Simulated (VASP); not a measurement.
Sb:

```
CELL_PARAMETERS angstrom
3.08334 0.00000 0.00000
0.00000 3.08334 0.00000
0.00000 0.00000 3.08334
ATOMIC_POSITIONS crystal
Sb 0.00000 0.00000 0.00000
```

This isn't the form of Sb at room conditions, which is rhombohedral.

```yaml
Program: VASP 6.6.1
Task: relaxation of cell and atoms
Functional: PBEsol
Potentials_or_basis: VASP PAW PBE potentials, release 64 (Sb)
Cutoff: 580 eV
k_mesh: 14 × 14 × 14
Occupations: gaussian, width 0.1 eV
Spin: no spin polarisation
```

At the start: pressure -1.1 GPa; volume 29.31 Å³/atom.

Q: Where does the relaxation end?

A: Over 3 steps the energy falls by 2.1 meV/atom and the volume is 28.75 Å³/atom (-1.9 %); space group Pm-3m (No. 221, to 0.05 Å).

The path:
```tsv
step	energy change (eV)	largest force (eV/Å)	pressure (GPa)	volume (Å³)
1	0.0000	0.0000	-1.15	29.31
2	-0.0014	0.0000	0.70	28.43
3	-0.0021	0.0000	0.00	28.75
```

Final structure:
```xyz
1
Lattice="3.0633 0.0000 0.0000 0.0000 3.0633 0.0000 0.0000 0.0000 3.0633" Properties=species:S:1:pos:R:3 pbc="T T T"
Sb    0.0000    0.0000    0.0000
```

Caveat: the PAW data sets were made with another functional, which shifts forces and pressure a little.
